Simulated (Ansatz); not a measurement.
Method: Ansatz, DFT PBE, scalar-relativistic, plane waves, PAW. Settings: cutoff 420 eV, Γ-centred meshes spaced at most about 0.3 Å⁻¹, and about 0.25 Å⁻¹ or finer for metals (2π included), Gaussian smearing. No spin polarisation in the final relaxations.

Temperature and zero-point effects are left out. Lower structures may exist.

Problem. Order these relaxed structures of HfN by energy, lowest first, with the energy over the lowest of them.
A. Space group Fm-3m (No. 225), cubic, a = 4.548 Å. Hf has 6 N at 2.27 Å and 12 Hf at 3.22 Å; N has 6 Hf at 2.27 Å.
B. Space group P6_3/mmc (No. 194), hexagonal, a = 3.159 Å, c = 5.451 Å. Hf has 6 N at 2.28 Å and 12 Hf at 3.16–3.28 Å; around N lie 6 Hf at 2.28 Å.
C. Space group P4/mmm (No. 123), tetragonal, a = 3.066 Å, c = 3.421 Å. Hf has 4 N at 2.17 Å and 4 Hf at 3.07 Å; around N lie 4 Hf at 2.17 Å.
D. Space group P-6m2 (No. 187), hexagonal, a = 3.100 Å, c = 2.911 Å. Around Hf lie 6 N at 2.31 Å, 2 Hf at 2.91 Å and 6 Hf at 3.10 Å; N is surrounded by 6 Hf at 2.31 Å.

Solution. A (0 meV/atom), B (21 meV/atom), D (381 meV/atom), C (651 meV/atom). Forms: A rock salt type, Fm-3m; B anti-nickel arsenide type, P6_3/mmc; D tungsten carbide type, P-6m2; C P4/mmm. Counting N atoms around Hf (those within 1.25 times the shortest such distance or 1.15 times the sum of covalent radii): A has Hf 6; B has Hf 6; D has Hf 6; C has Hf 4.

Spin–orbit coupling, which can matter for Hf, is left out. A magnetic state wasn't ruled out in cells without spin, among them P-6m2. The Fm-3m cell at 11.8 Å³/atom was relaxed from a cell as deposited in COD. The P6_3/mmc cell at 11.8 Å³/atom was relaxed from a Materials Project cell. Cells relaxed within their symmetry can be saddle points. Some candidate types were left out of the draw beforehand, so a known form may be missing.
